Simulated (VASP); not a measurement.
The system is SiC (Moissanite 3C).

```
Si C
1.0
     0.00000    2.17900    2.17900
     2.17900    0.00000    2.17900
     2.17900    2.17900    0.00000
Si C
1 1
Direct
  0.00000 0.00000 0.00000
  0.25000 0.25000 0.25000
```

Program: VASP 6.6.1. Alike in all runs: task band structure; potentials or basis VASP PAW PBE potentials, release 64 (Si, C); no spin polarisation; cell as given; k mesh 6 × 6 × 6; cutoff (eV) 520; smearing gaussian 0.03 eV.

Problem. Order these runs on this cell by their pressure, lowest first.
A. level HSE06; further INCAR settings ALGO = Normal; EDIFF = 1e-07; screening parameter 0.2 1/A
B. level PBE-EpsX; exchange at q = 0 truncated; share of exact exchange 0.1429; further INCAR settings ALGO = Normal; EDIFF = 1e-07
C. level PBE; further INCAR settings ALGO = Fast; EDIFF = 1e-07

Solution. A (-1.8 GPa), B (0.2 GPa), C (3.3 GPa).

Caveats: the PAW data sets were made with another functional, which shifts forces and pressure a little (some runs).
